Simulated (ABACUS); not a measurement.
Crystal: Cs.

```xyz
1
Lattice="-3.1285 3.1285 3.1285 3.1285 -3.1285 3.1285 3.1285 3.1285 -3.1285" Properties=species:S:1:pos:R:3 pbc="T T T"
Cs    0.0000    0.0000    0.0000
```

| Property | Result |
| --- | --- |
| Program | ABACUS 3.10.1 |
| Task | single point |
| Functional | PBE |
| Potentials or basis | PseudoDojo NC SR 0.4.1 PBE standard |
| Cutoff | 680 eV |
| Density cutoff | 2721 eV |
| Basis | plane waves |
| k mesh | 6 × 6 × 6 |
| Occupations | fermi-dirac, width 0.05 eV |
| Spin | no spin polarisation |

On this cell: pressure -0.1 GPa; band gap on the k mesh none (metal or under the smearing width).

The same run follows on a disturbed copy (cell strained at random at fixed volume):

```
Cs
1.0
    -3.26995    3.20716    3.27462
     3.13948   -3.06094    2.99793
     3.18433    2.97532   -3.12840
Cs
1
Cartesian
  0.0301 -0.0100 0.0076
```

**Question.** What does the disturbed cell give?

**Answer.** The energy (extrapolated to zero smearing) moves by -0.8 meV/atom; pressure -0.1 GPa; band gap on the k mesh none (metal or under the smearing width).
